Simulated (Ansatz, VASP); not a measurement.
# BN in VASP and in Ansatz

```
CELL_PARAMETERS angstrom
2.64972 0.00000 0.00000
-1.32486 2.29473 0.00000
0.00000 0.00000 6.00305
ATOMIC_POSITIONS crystal
B 0.00000 0.00000 0.50000
B 0.33333 0.66667 0.00000
N 0.00000 0.00000 0.00000
N 0.66667 0.33333 0.50000
```

Alike in both runs: task single point; functional PBE; dispersion D3(BJ); k mesh 12 × 12 × 4; occupations gaussian, width 0.05 eV; no spin polarisation.

|  | VASP | Ansatz |
| --- | --- | --- |
| version | VASP 6.6.1 | Ansatz 0.2.0 |
| potentials or method | VASP PAW PBE potentials, release 64 (B, N) | scalar-relativistic, plane waves, PAW |
| plane-wave cutoff (eV) | 520 | 420 |
| valence electrons in the cell | 16 | 16 |

|  | VASP | Ansatz | Ansatz less VASP |
| --- | --- | --- | --- |
| gap on the k mesh at the Fermi level (eV) | 3.70 | 3.71 | +0.003 |
| least direct gap on the mesh (eV) | 3.79 | 3.79 | +0.003 |

 A k mesh can miss the band edges.
